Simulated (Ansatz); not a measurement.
# ZrSi2: the cost of one run

Program: Ansatz 0.2.0. Level of theory: DFT PBEsol, scalar-relativistic, plane waves, PAW. These are calculated values, not measurements.

1 further run of the same task is left out (set aside as unsound or not needed).

### Step 1. Starting point

It takes space group Cmcm (No. 63, orthorhombic). The conventional cell has a = 3.517 Å, b = 13.348 Å, c = 3.556 Å, α = 90.00°, β = 90.00°, γ = 90.00°. Around Ti (site symmetry m2m) lie 10 Si at 2.56 to 2.79 Å. Si (site symmetry m2m) has 2 Si at 2.39 Å and 6 Ti at 2.56 to 2.79 Å as nearest neighbours. Si (site symmetry m2m) is surrounded by 4 Si at 2.50 Å and 4 Ti at 2.64 to 2.65 Å.

As a file:

```
Ti Si
1.0
     1.75852   -6.67412    0.00000
     1.75852    6.67412    0.00000
     0.00000    0.00000    3.55562
Ti Si
2 4
Direct
  0.89752 0.10248 0.75000
  0.10248 0.89752 0.25000
  0.55999 0.44001 0.75000
  0.44001 0.55999 0.25000
  0.24972 0.75028 0.75000
  0.75028 0.24972 0.25000
```

It goes back to an entry of the Materials Project, which need not be the stable form.

It is the result of an earlier relaxation at this level (volume 13.91 Å³/atom; gap on the mesh: none (metal)).

### Step 2. Ti → Zr: the starting cell

The start of ZrSi2: fractional positions of relaxed TiSi2, cell scaled by 1.026, a guess from tabulated radii.

### Step 3. Quick check of gap, pressure and forces (ZrSi2)

Contents of input.yaml:

```yaml
crystal:
  lattice:
    - [1.8045509049, -6.8488066191, 0.0]
    - [1.8045509049, 6.8488066191, 0.0]
    - [0.0, 0.0, 3.648676766]
  atoms:
    - { symbol: Zr, position: [0.8975172587, 0.1024827413, 0.75] }
    - { symbol: Zr, position: [0.1024827413, 0.8975172587, 0.25] }
    - { symbol: Si, position: [0.5599863207, 0.4400136793, 0.75] }
    - { symbol: Si, position: [0.4400136793, 0.5599863207, 0.25] }
    - { symbol: Si, position: [0.2497198033, 0.7502801967, 0.75] }
    - { symbol: Si, position: [0.7502801967, 0.2497198033, 0.25] }
basis:
  ecutwfc: 420
kpoints:
  mp_grid: { grid: [6, 6, 6] }
hamiltonian:
  xc: pbesol
scf:
  occupations: { method: gaussian, width: 0.1 }
output:
  forces: true
  stress: true
  eigenvalues: true
```

Run with:

```bash
> ansatz run input.yaml --threads 1 --pin off --max-ram 2560MiB --backend cpu --events-out ev --progress --plain --runs-dir out
```

What time and memory should one allow on 1 thread of Arm Neoverse V1, shared host?

About 7.3 s, with a peak of 0.41 GiB.
